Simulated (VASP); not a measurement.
# Si (strained diamond): one PBE single-point calculation in two programs

```cif
data_structure
_symmetry_space_group_name_H-M 'P 1'
_symmetry_Int_Tables_number 1
_cell_length_a 3.9267
_cell_length_b 3.9267
_cell_length_c 3.9267
_cell_angle_alpha 60.000
_cell_angle_beta 60.000
_cell_angle_gamma 60.000
_cell_volume 42.81
loop_
_atom_site_label
_atom_site_type_symbol
_atom_site_fract_x
_atom_site_fract_y
_atom_site_fract_z
_atom_site_occupancy
Si1 Si 0.00000 0.00000 0.00000 1
Si2 Si 0.25000 0.25000 0.25000 1
```

Each program uses its own PAW datasets. VASP's cell holds 8 valence electrons and Ansatz's 8. Ansatz's stress includes a Pulay correction; VASP's doesn't.

Cutoffs: 520 eV in VASP, 420 eV in Ansatz. k meshes: 8×8×8 and 8×8×8.

|  | VASP | Ansatz |
| --- | --- | --- |
| gap between bands v and c | 0.69 eV | 0.68 eV |
| least direct gap | 2.44 eV | 2.44 eV |
| pressure | -3.7 GPa | -3.6 GPa |

Band v is the last that the valence electrons fill when counted band by band, and c is the next. Levels in eV from the top of v, Ansatz:

```csv
point,v−1,v,c,c+1
Γ,0.00,0.00,2.53,2.53
X,-2.68,-2.68,0.83,0.83
K,-3.99,-2.28,1.29,4.07
L,-1.14,-1.14,1.30,3.36
W,-3.58,-3.58,4.27,4.27
```

VASP:

| point | v−1 | v | c | c+1 |
| --- | --- | --- | --- | --- |
| Γ | 0.00 | 0.00 | 2.54 | 2.54 |
| X | -2.68 | -2.68 | 0.83 | 0.83 |
| K | -3.99 | -2.28 | 1.29 | 4.07 |
| L | -1.14 | -1.14 | 1.31 | 3.36 |
| W | -3.57 | -3.57 | 4.27 | 4.27 |
